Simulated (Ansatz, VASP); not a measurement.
Pd in VASP and in Ansatz

```xyz
2
Lattice="0.0000 2.5240 2.5240 2.5240 0.0000 2.5240 2.5240 2.5240 0.0000" Properties=species:S:1:pos:R:3 pbc="T T T"
Pd   -0.6310   -0.6310   -0.6310
Pd    0.6310    0.6310    0.6310
```

Change from the starting cell: volume scaled by 0.7, LAPW.

Alike in both runs: task single point; functional PBEsol; k mesh 12 × 12 × 12; occupations fermi-dirac, width 0.05 eV; no spin polarisation.

|  | VASP | Ansatz |
| --- | --- | --- |
| version | VASP 6.6.1 | Ansatz 0.2.0 |
| potentials or method | VASP PAW PBE potentials, release 64 (Pd), cutoff 520 eV | all-electron LAPW, scalar-relativistic |

|  | VASP | Ansatz | Ansatz less VASP |
| --- | --- | --- | --- |
| pressure (GPa) | 71.8 | 76.7 | +4.97 |

Ansatz ran all-electron here, so the differences hold the error of VASP's frozen core and of both bases.

Caveats: the cell as given lies far from equilibrium; so large a pressure means that the cell lies far from this level's equilibrium, or that cutoff or potentials fall short (VASP); the potentials were made for another functional, which shifts forces and pressure (VASP).
